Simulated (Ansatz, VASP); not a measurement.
Given: the input of a run of Ansatz 0.2.0 on Ga.

Contents of input.yaml:

```yaml
crystal:
  lattice:
    - [-1.3843987196, 1.3843987196, 2.3112238365]
    - [1.3843987196, -1.3843987196, 2.3112238365]
    - [1.3843987196, 1.3843987196, -2.3112238365]
  atoms:
    - { symbol: Ga, position: [0.0, 0.0, 0.0] }
kpoints:
  mp_grid: { grid: [5, 5, 5] }
scf:
  occupations: { method: fermi_dirac, width: 0.04 }
hamiltonian:
  xc: pbe
  pseudopotentials: { kind: all_electron, lapw: { basis_error: 0.003 } }
output:
  forces: true
  stress: true
  eigenvalues: true
```

Potentials or basis: all-electron LAPW, scalar-relativistic.

Run with:

```bash
$ ansatz run input.yaml --threads 1 --pin off --max-ram 2560MiB --backend cpu --events-out ev --progress --plain --runs-dir out
```

**Question.** Set up the same calculation for VASP 6.6.1. Potentials there: VASP PAW PBE potentials, release 64 (Ga_d).

**Answer.** As run (the cutoff follows the program's own potentials):

Contents of INCAR:

```
SYSTEM = Ga
  PREC = Accurate
  ENCUT = 520
  EDIFF = 1E-6
  ISMEAR = -1
  SIGMA = 0.04
  LREAL = .FALSE.
  LASPH = .TRUE.
  NELM = 100
  ALGO = Fast
  ISIF = 2
  LWAVE = .FALSE.
  LCHARG = .TRUE.
  GGA = PE
  LELF = .TRUE.
  LVHAR = .TRUE.
  NBANDS = 12
```

The input KPOINTS:

```
Automatic mesh
0
G
  5 5 5
  0 0 0
```

Contents of POSCAR:

```
Ga
1.0
   -1.3843987196      1.3843987196      2.3112238365
    1.3843987196     -1.3843987196      2.3112238365
    1.3843987196      1.3843987196     -2.3112238365
Ga
1
Direct
    0.0000000000      0.0000000000      0.0000000000
```

Potentials or basis: VASP PAW PBE potentials, release 64 (Ga_d).

Launch:

```sh
$ cat potpaw_PBE.64/Ga_d/POTCAR > POTCAR
$ mpirun -np 1 vasp_std > vasp.out
```

Both were run:

|  | VASP | Ansatz | Ansatz less VASP |
| --- | --- | --- | --- |
| gap on the k mesh at the Fermi level (eV) | none | none | - |
| pressure (GPa) | 5.2 | 5.1 | -0.06 |
| largest component of the traceless stress (GPa) | 5.70 | 5.76 | +0.059 |

A gap of «none» marks a metal or a gap that the smearing closes. Ansatz ran all-electron here, so the differences hold the error of VASP's frozen core and of both bases.

Caveats: the k mesh is coarse (spacing up to 0.64 Å⁻¹), so the values aren't converged.
